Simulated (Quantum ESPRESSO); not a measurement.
Pb:

```xyz
2
Lattice="3.0386 -1.7503 0.0000 3.0386 1.7503 0.0000 -2.1155 0.0000 6.0952" Properties=species:S:1:pos:R:3 pbc="T T T"
Pb    3.9848    0.0000    4.4269
Pb   -0.0230    0.0000    1.6683
```

This isn't the form of Pb at room conditions, which is fcc.

Base run:

* Program: Quantum ESPRESSO 7.5
* Functional: PBE
* Potentials or basis: SSSP 1.3 efficiency PBE
* Cutoff: 748 eV
* Density cutoff: 5987 eV
* k mesh: 9 × 9 × 5
* Occupations: fermi-dirac, width 0.05 eV
* Spin: no spin polarisation

Its results: band gap on the k mesh none (metal or under the smearing width); pressure 0.7 GPa; largest force 0.078 eV/Å.

Problem. The run is repeated on the same cell with these changes: functional from PBE to PBEsol; potentials or basis from SSSP 1.3 efficiency PBE to GBRV 1.5 PBEsol; cutoff from 748 eV to 612 eV; density cutoff from 5987 eV to 4898 eV. What comes out?

Solution. Band gap on the k mesh none (metal or under the smearing width); pressure -2.0 GPa; largest force 0.141 eV/Å.

Caveats: some levels on the path didn't converge (some runs); spin-orbit coupling is left out, which moves the levels of the heavy elements (some runs).
